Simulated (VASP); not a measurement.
# Lu (P6_3/mmc) in VASP: notebook

The runs below take Lu through relaxation of shape and atoms at fixed volume, with LDA.

All numbers are computed with VASP 6.6.1; they aren't measurements. Logs are shortened: lines on timing, memory, paths and dates and some standing lists are left out, and cuts for length are marked.

### 1 The undisturbed crystal

The structure is hexagonal, space group P6_3/mmc (No. 194). The conventional cell has a = 3.503 Å, b = 3.503 Å, c = 5.551 Å, α = 90.00°, β = 90.00°, γ = 120.00°. Lu (site symmetry -6m2) has 12 Lu at 3.43 to 3.50 Å as nearest neighbours.

### 2 Relaxation of shape and atoms at fixed volume, LDA (a relaxed cell with its volume scaled by 1.02)

The input, INCAR:

```
SYSTEM = Lu
  PREC = Accurate
  ENCUT = 600
  EDIFF = 1E-7
  ISMEAR = 1
  SIGMA = 0.1
  LREAL = .False.
  LASPH = .True.
  NELM = 80
  ALGO = Fast
  ISIF = 4
  LWAVE = .False.
  LCHARG = .False.
  GGA = CA
  IBRION = 2
  NSW = 40
  EDIFFG = -0.01
```

The input, KPOINTS:

```
regular mesh
0
Gamma
  12 12 7
  0 0 0
```

The input, POSCAR:

```
Lu                                      
1.0
    3.4111157985      0.0000000000     -0.0000000000
   -1.7055578993      2.9541129368      0.0000000000
    0.0000000000      0.0000000000      5.3082034840
  Lu            
     2
Direct
     0.3333333332999970    0.6666666667000030    0.2500000000000000
     0.6666666667000030    0.3333333332999970    0.7500000000000000
```

Potentials or basis: VASP PAW PBE potentials, release 64 (Lu).

Launch:

```
$ cat potpaw_PBE.64/Lu/POTCAR > POTCAR
$ mpirun -np 1 vasp_std > vasp.out
```

OUTCAR:

```text
SYSTEM = Lu
   PREC = Accurate
   ENCUT = 600
   EDIFF = 1E-7
   ISMEAR = 1
   LREAL = .False.
   LASPH = .True.
   NELM = 80
   ISIF = 4
   GGA = CA
   IBRION = 2
   NSW = 40
   EDIFFG = -0.01

 ion  position               nearest neighbor table
   1  0.333  0.667  0.250-   2 3.30   2 3.30   2 3.30   2 3.30   2 3.30   2 3.30
   2  0.667  0.333  0.750-   1 3.30   1 3.30   1 3.30   1 3.30   1 3.30   1 3.30

  LATTYP: Found a hexagonal cell.
 ALAT       =     3.4111157985
 C/A-ratio  =     1.5561487201

  Lattice vectors:

 A1 = (   3.4111157985,   0.0000000000,   0.0000000000)
 A2 = (  -1.7055578993,   2.9541129368,   0.0000000000)
 A3 = (   0.0000000000,   0.0000000000,   5.3082034840)

Analysis of symmetry for initial positions (statically):
=====================================================================
 Subroutine PRICEL returns:
 Original cell was already a primitive cell.

 Routine SETGRP: Setting up the symmetry group for a
 hexagonal supercell.

 Subroutine GETGRP returns: Found 24 space group operations
 (whereof 12 operations were pure point group operations)
 out of a pool of 24 trial point group operations.

The static configuration has the point symmetry D_3d.
 The point group associated with its full space group is D_6h.

Analysis of symmetry for dynamics (positions and initial velocities):
=====================================================================
 Subroutine PRICEL returns:
 Original cell was already a primitive cell.

 Routine SETGRP: Setting up the symmetry group for a
 hexagonal supercell.

 Subroutine GETGRP returns: Found 24 space group operations
 (whereof 12 operations were pure point group operations)
 out of a pool of 24 trial point group operations.

The dynamic configuration has the point symmetry D_3d.
 The point group associated with its full space group is D_6h.

 Subroutine INISYM returns: Found 24 space group operations
 (whereof 12 operations are pure point group operations),
 and found     1 'primitive' translations

----------------------------------------------------------------------------------------

                                     Primitive cell

  volume of cell :      53.4898

  direct lattice vectors                    reciprocal lattice vectors
     3.411115799  0.000000000  0.000000000     0.293159206  0.169255547  0.000000000
    -1.705557899  2.954112937  0.000000000     0.000000000  0.338511093  0.000000000
     0.000000000  0.000000000  5.308203484     0.000000000  0.000000000  0.188387654

  length of vectors
     3.411115799  3.411115799  5.308203484     0.338511093  0.338511093  0.188387654

  position of ions in fractional coordinates (direct lattice)
     0.333333333  0.666666667  0.250000000
     0.666666667  0.333333333  0.750000000

  ion indices of the primitive-cell ions
   primitive index   ion index
                 1           1
                 2           2

----------------------------------------------------------------------------------------

 KPOINTS: regular mesh

Automatic generation of k-mesh.
 Grid dimensions read from file:
 generate k-points for:   12   12    7

 Generating k-lattice:

  Cartesian coordinates                     Fractional coordinates (reciprocal lattice)
     0.024429934  0.014104629  0.000000000     0.083333333  0.000000000  0.000000000
     0.000000000  0.028209258  0.000000000     0.000000000  0.083333333  0.000000000
     0.000000000  0.000000000  0.026912522     0.000000000  0.000000000  0.142857143

[... 49 lines left out ...]
   ICHARG =      2    charge: 1-file 2-atom 10-const
   ISPIN  =      1    spin polarized calculation?
   LNONCOLLINEAR =      F non collinear calculations
   LSORBIT =      F    spin-orbit coupling
   LASPH  =      T    aspherical Exc in radial PAW
   ENCUT  =  600.0 eV  44.10 Ry    6.64 a.u.   6.81  6.81 10.60*2*pi/ulx,y,z
   NELM   =     80;   NELMIN=  2; NELMDL= -5     # of ELM steps
   EDIFF  = 0.1E-06   stopping-criterion for ELM
   LREAL  =      F    real-space projection
   EDIFFG = -.1E-01   stopping-criterion for IOM
   NSW    =     40    number of steps for IOM
   IBRION =      2    ionic relax: 0-MD 1-quasi-New 2-CG
   NFREE  =      1    steps in history (QN), initial steepest desc. (CG)
   ISIF   =      4    stress and relaxation
   ISYM   =      2    0-nonsym 1-usesym 2-fastsym
   POTIM  = 0.5000    time-step for ionic-motion
   TEBEG  =    0.0;   TEEND  =   0.0 temperature during run
   PSTRESS=    0.0 pullay stress
   NELECT =      50.0000    total number of electrons
   NUPDOWN=      -1.0000    fix difference up-down
   EMIN   =  10.00;   EMAX   =-10.00  energy-range for DOS
   EFERMI =   0.00;   METHOD = LEGACY
   ISMEAR =     1;   SIGMA  =   0.10  broadening in eV -4-tet -1-fermi 0-gaus
   EFERMI_NEDOS =   21; number of points for ismear=-14 and -15
   IALGO  =     68    algorithm
   IMIX   =      4    mixing-type and parameters
     AMIX     =   0.40;   BMIX     =  1.00
     AMIX_MAG =   1.60;   BMIX_MAG =  1.00
  volume/ion in A,a.u.               =      26.74       180.48
  Fermi-wavevector in a.u.,A,eV,Ry     =   1.600692  3.024869 34.861053  2.562215
  Thomas-Fermi vector in A             =   2.697788
   LORBIT       =      0    0 simple, 1 ext, 2 COOP (PROOUT), +10 PAW based schemes
   GGA     = CA    functional components
   LHFCALC =     F    Hartree Fock is set to
   AEXX    =    0.0000 exact exchange contribution
   IVDW    =     0    specifies the selected vdW correction
   LEPSILON=     F    determine dielectric tensor
   LRPA    =     F    only Hartree local field effects (RPA)
 conjugate gradient relaxation of ions
 non-spin polarized calculation
 RMM-DIIS sequential band-by-band and
 Methfessel and Paxton  Order N= 1 SIGMA  =   0.10
  energy-cutoff  :      600.00
  volume of cell :       53.49
 maximum number of plane-waves:      1799
 NGX is ok and might be reduce to    28
   NGX = 13   NGY = 13   NGZ = 21

--------------------------------------- Ionic step        1  -------------------------------------------

 number of electron      50.0000011 magnetization

 Free energy of the ion-electron system (eV)
  ---------------------------------------------------
  ext. energy  EPLUGINS =         0.00000000
  ---------------------------------------------------
  free energy    TOTEN  =       -10.37801772 eV

  energy without entropy =      -10.37588331  energy(sigma->0) =      -10.37730625

------------------------ aborting loop because EDIFF is reached ----------------------------------------

  FORCE on cell =-STRESS in cart. coord.  units (eV):
  Direction    XX          YY          ZZ          XY          YZ          ZX
  --------------------------------------------------------------------------------------
  -------------------------------------------------------------------------------------
  Total       -0.4168829     -0.4168829     -0.4662560      0.0000000      0.0000000      0.0000000
  in kB      -12.4868674    -12.4868674    -13.9657378      0.0000000      0.0000000      0.0000000
  external PRESSURE =     -12.9798242 kB  Pullay stress =       0.0000000 kB

 VOLUME and BASIS-vectors are now :
 -----------------------------------------------------------------------------
  energy-cutoff  :      600.00
  volume of cell :       53.49
      direct lattice vectors                 reciprocal lattice vectors
     3.411115799  0.000000000  0.000000000     0.293159206  0.169255547  0.000000000
    -1.705557899  2.954112937  0.000000000     0.000000000  0.338511093  0.000000000
     0.000000000  0.000000000  5.308203484     0.000000000  0.000000000  0.188387654

 POSITION                                       TOTAL-FORCE (eV/Angst)
 -----------------------------------------------------------------------------------
     -0.00000      1.96941      1.32705         0.000000     -0.000000      0.000000
      1.70556      0.98470      3.98115        -0.000000      0.000000      0.000000
 -----------------------------------------------------------------------------------
    total drift:                               -0.000000      0.000000     -0.000000

  FREE ENERGIE OF THE ION-ELECTRON SYSTEM (eV)
  ---------------------------------------------------
  free  energy   TOTEN  =       -10.3780177205 eV

  energy  without entropy=      -10.3758833059  energy(sigma->0) =      -10.37730625

--------------------------------------- Ionic step        2  -------------------------------------------

 number of electron      50.0000011 magnetization

 Free energy of the ion-electron system (eV)
  ---------------------------------------------------
  ext. energy  EPLUGINS =         0.00000000
  ---------------------------------------------------
  free energy    TOTEN  =       -10.37804415 eV

  energy without entropy =      -10.37581521  energy(sigma->0) =      -10.37730117

 E-fermi :   2.2572     XC(G=0): -11.4059

 val. band max:        2.2422716514   @ k =   0.5000  -0.0000   0.4286
 cond. band min:       2.2634816743   @ k =   0.3333   0.1667   0.4286
 fundamental gap:      0.0212100229
 Fermi energy:         2.2572085966

 k-point     1 :       0.0000    0.0000    0.0000
  band No.  band energies     occupation
      1     -53.4820      2.00000
      2     -53.4257      2.00000
      3     -24.7383      2.00000
      4     -24.1592      2.00000
      5     -24.1592      2.00000
      6     -24.0427      2.00000
[... 781 lines left out ...]
     29       4.4408      0.00000
     30       7.1564      0.00000

 [... further k-points ...]
[... 5 lines left out ...]
  --------------------------------------------------------------------------------------
  -------------------------------------------------------------------------------------
  Total       -0.3450504     -0.3450504     -0.3635375      0.0000000      0.0000000      0.0000000
  in kB      -10.3352749    -10.3352749    -10.8890160      0.0000000      0.0000000      0.0000000
  external PRESSURE =     -10.5198553 kB  Pullay stress =       0.0000000 kB

 VOLUME and BASIS-vectors are now :
 -----------------------------------------------------------------------------
  energy-cutoff  :      600.00
  volume of cell :       53.49
      direct lattice vectors                 reciprocal lattice vectors
     3.412470487  0.000000000  0.000000000     0.293042827  0.169188355 -0.000000000
    -1.706235244  2.955286132 -0.000000000    -0.000000000  0.338376711 -0.000000000
     0.000000000  0.000000000  5.303989800    -0.000000000  0.000000000  0.188537316

 POSITION                                       TOTAL-FORCE (eV/Angst)
 -----------------------------------------------------------------------------------
     -0.00000      1.97019      1.32600         0.000000     -0.000000      0.000000
      1.70624      0.98510      3.97799        -0.000000      0.000000     -0.000000
 -----------------------------------------------------------------------------------
    total drift:                               -0.000000      0.000000     -0.000000

  FREE ENERGIE OF THE ION-ELECTRON SYSTEM (eV)
  ---------------------------------------------------
  free  energy   TOTEN  =       -10.3780441500 eV

  energy  without entropy=      -10.3758152059  energy(sigma->0) =      -10.37730117

 reached required accuracy - stopping structural energy minimisation
```

Run time: 4.6 min. Hardware: 1 thread of Intel Xeon 6975P-C (Granite Rapids), shared host; peak memory 0.26 GiB.

Results:

* Free energy: -10.3780 eV
* Energy gained by relaxing: 0.0 meV/atom
* Ionic steps: 2
* Pressure after relaxing: -1.1 GPa
* Band gap on the k mesh: none (metal or under the smearing width)

Final structure:
```cif
data_structure
_symmetry_space_group_name_H-M 'P 1'
_symmetry_Int_Tables_number 1
_cell_length_a 3.4125
_cell_length_b 3.4125
_cell_length_c 5.3040
_cell_angle_alpha 90.000
_cell_angle_beta 90.000
_cell_angle_gamma 120.000
_cell_volume 53.49
loop_
_atom_site_label
_atom_site_type_symbol
_atom_site_fract_x
_atom_site_fract_y
_atom_site_fract_z
_atom_site_occupancy
Lu1 Lu 0.33333 0.66667 0.25000 1
Lu2 Lu 0.66667 0.33333 0.75000 1
```

Caveat: the PAW data sets were made with another functional, which shifts forces and pressure a little.

### 3 Relaxation of shape and atoms at fixed volume, LDA (a relaxed cell with its volume scaled by 1.04)

INCAR is that of step 2.

KPOINTS is that of step 2.

The input, POSCAR:

```
Lu                                      
1.0
    3.4332665218      0.0000000000     -0.0000000000
   -1.7166332609      2.9732960259      0.0000000000
    0.0000000000      0.0000000000      5.3426733037
  Lu            
     2
Direct
     0.3333333332999970    0.6666666667000030    0.2500000000000000
     0.6666666667000030    0.3333333332999970    0.7500000000000000
```

Potentials or basis: VASP PAW PBE potentials, release 64 (Lu).

Launch:

```
$ cat potpaw_PBE.64/Lu/POTCAR > POTCAR
$ mpirun -np 1 vasp_std > vasp.out
```

Run time: 5.4 min. Hardware: 1 thread of Intel Xeon 6975P-C (Granite Rapids), shared host; peak memory 0.26 GiB.

It converged, with:

```
Free energy               : -10.3680 eV
Energy gained by relaxing : 0.0 meV/atom
Ionic steps               : 2
Pressure after relaxing   : -2.0 GPa
Band gap on the k mesh    : none (metal or under the smearing width)
```

Stress tensor (GPa, compression positive):
```
-2.00  0.00  0.00
 0.00 -2.00  0.00
 0.00  0.00 -2.08
```

Final structure:
```yaml
crystal:
  lattice:
    - [3.43539, 0.00000, 0.00000]
    - [-1.71770, 2.97514, 0.00000]
    - [0.00000, 0.00000, 5.33606]
  atoms:
    - { symbol: Lu, position: [0.33333, 0.66667, 0.25000] }
    - { symbol: Lu, position: [0.66667, 0.33333, 0.75000] }
```

Levels at points of the mesh, in eV from the Fermi level:
```csv
k point,band 21,band 22,band 23,band 24,band 25,band 26,band 27,band 28,band 29,band 30
"(0.00, 0.00, 0.00)",-4.84,-4.82,-4.81,-2.52,1.06,2.12,2.12,2.66,2.92,2.95
"(0.50, 0.00, 0.00)",-4.84,-4.82,-2.39,-1.52,-0.96,-0.24,1.73,1.75,2.51,6.84
```

Caveat: the PAW data sets were made with another functional, which shifts forces and pressure a little. The run has no spin-orbit coupling, so splittings on Lu are missing.

### 4 Relaxation of shape and atoms at fixed volume, LDA (a relaxed cell with its volume scaled by 1.06)

INCAR is that of step 3.

KPOINTS is that of step 3.

The input, POSCAR:

```
Lu                                      
1.0
    3.4551350510      0.0000000000     -0.0000000000
   -1.7275675255      2.9922347278      0.0000000000
    0.0000000000      0.0000000000      5.3767039874
  Lu            
     2
Direct
     0.3333333332999970    0.6666666667000030    0.2500000000000000
     0.6666666667000030    0.3333333332999970    0.7500000000000000
```

Launch:

```
$ cat potpaw_PBE.64/Lu/POTCAR > POTCAR
$ mpirun -np 1 vasp_std > vasp.out
```

Run time: 6.7 min. Hardware: 1 thread of Intel Xeon 6975P-C (Granite Rapids), shared host; peak memory 0.26 GiB.

Results (log left out):

| Property | Result |
| --- | --- |
| Free energy | -10.3518 eV |
| Energy gained by relaxing | 0.1 meV/atom |
| Ionic steps | 3 |
| Pressure after relaxing | -2.9 GPa |
| Band gap on the k mesh | none (metal or under the smearing width) |

Step by step:
```csv
step,energy change (eV),largest force (eV/Å),pressure (GPa)
1,0.0000,0.0000,-3.00
2,-0.0001,0.0000,-2.92
3,-0.0001,0.0000,-2.93
```

Final structure:
```
Lu
1.0
     3.45879    0.00000    0.00000
    -1.72939    2.99540    0.00000
     0.00000    0.00000    5.36535
Lu
2
Direct
  0.33333 0.66667 0.25000
  0.66667 0.33333 0.75000
```

Levels at points of the mesh, in eV from the Fermi level:
| k point | band 21 | band 22 | band 23 | band 24 | band 25 | band 26 | band 27 | band 28 | band 29 | band 30 |
| --- | --- | --- | --- | --- | --- | --- | --- | --- | --- | --- |
| (0.00, 0.00, 0.00) | -4.87 | -4.85 | -4.85 | -2.48 | 1.00 | 2.10 | 2.10 | 2.65 | 2.88 | 2.93 |
| (0.50, 0.00, 0.00) | -4.87 | -4.85 | -2.39 | -1.48 | -0.93 | -0.28 | 1.69 | 1.73 | 2.47 | 6.67 |

Caveat: the PAW data sets were made with another functional, which shifts forces and pressure a little. Spin-orbit coupling is left out, which matters for the levels of Lu.

### 5 Summary

| cell | gap on the mesh (eV) | pressure (GPa) |
| --- | --- | --- |
| atoms relaxed at fixed volume from: a relaxed cell with its volume scaled by 1.02 | none | -1.1 |
| atoms relaxed at fixed volume from: a relaxed cell with its volume scaled by 1.04 | none | -2.0 |
| atoms relaxed at fixed volume from: a relaxed cell with its volume scaled by 1.06 | none | -2.9 |

Alike in all rows: task relaxation of shape and atoms at fixed volume; level LDA; potentials or basis VASP PAW PBE potentials, release 64 (Lu); no spin polarisation; k mesh 12 × 12 × 7; cutoff (eV) 600; smearing methfessel-paxton 0.1 eV.

Caveats: the PAW data sets were made with another functional, which shifts forces and pressure a little.

Total energies depend on the potentials used, so only differences within one code and one set of settings carry meaning.
